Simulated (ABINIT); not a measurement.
A run of ABINIT 10.8.3 (patched build) is set up as follows.

run.py

```python
import json, os
import numpy as np
from ase.eos import EquationOfState
from ase.units import GPa
from ase.calculators.mixing import SumCalculator
from dftd4.ase import DFTD4
from ase.calculators.abinit import Abinit, AbinitProfile
from ase import Atoms

atoms = Atoms(['N', 'B'],
              cell=[[0.0, 1.813001, 1.813001], [1.813001, 0.0, 1.813001], [1.813001, 1.813001, 0.0]],
              scaled_positions=[[0.25, 0.25, 0.25], [0.0, 0.0, 0.0]],
              pbc=True)

profile = AbinitProfile(command='abinit', pp_paths=[os.path.abspath('pseudos')])
params = dict(
    pps='pawxml', xc='PBE',
    ecut=707.496,
    pawecutdg=1306.1465,
    kptopt=1,
    ngkpt=[13, 13, 13],
    nshiftk=1,
    shiftk=[0.0, 0.0, 0.0],
    ixc=-106131,
    nband=8,
    occopt=3,
    tsmear=0.05,
    nstep=100,
    tolvrs=1e-09,
    prtwf=0,
    prtden=0,
)

cell0 = atoms.cell.copy()
volumes, energies = [], []
for i, x in enumerate([0.94, 0.96, 0.98, 1.0, 1.02, 1.04, 1.06]):
    atoms.set_cell(cell0 * x ** (1 / 3), scale_atoms=True)
    atoms.calc = SumCalculator([Abinit(profile=profile, directory=f'v{i}', **params), DFTD4(method='blyp')])
    volumes.append(atoms.get_volume() / len(atoms))
    dft, disp = atoms.calc.mixer.calcs
    energies.append((dft.get_property('free_energy', atoms) + disp.get_property('energy', atoms)) / len(atoms))
    print(f'{x:5.2f} {volumes[-1]:10.5f} A^3/atom {energies[-1]:14.6f} eV/atom', flush=True)
    json.dump(dict(volumes=volumes, energies=energies), open('results.json', 'w'))
v0, e0, b0 = EquationOfState(volumes, energies, eos='murnaghan').fit()
print(f'V0 {v0:.4f} A^3/atom  E0 {e0:.6f} eV/atom  B0 {b0 / GPa:.2f} GPa')
```

Potentials or basis: JTH PAW PBE v2.0.

Launch:

```sh
$ python run.py
```

(1) Estimate the bulk modulus.

(2) Predict the equilibrium volume.

## Answers

(1) 381 GPa.

(2) 5.87 Å³/atom.

Caveat: pressures at fixed basis lie under the slope of the energies; the log and the count of SCF iterations are those of the last ABINIT call alone; the PAW data sets were made with another functional, which shifts forces and pressure a little.

**What was measured.**

“Effect of nanostructuration on compressibility of cubic BN”, 2012, arxiv:1208.3664 quotes, for a bulk crystal of BN at 300 K: bulk modulus 395 ± 2 GPa.

A measured bulk modulus of BN is 395 GPa (300 K; quoted in “Effect of nanostructuration on compressibility of cubic BN”, 2012, arxiv:1208.3664); the calculated 381 GPa misses it by -3.5 %. The fit is for a static lattice scaled at fixed shape and fixed fractional positions.
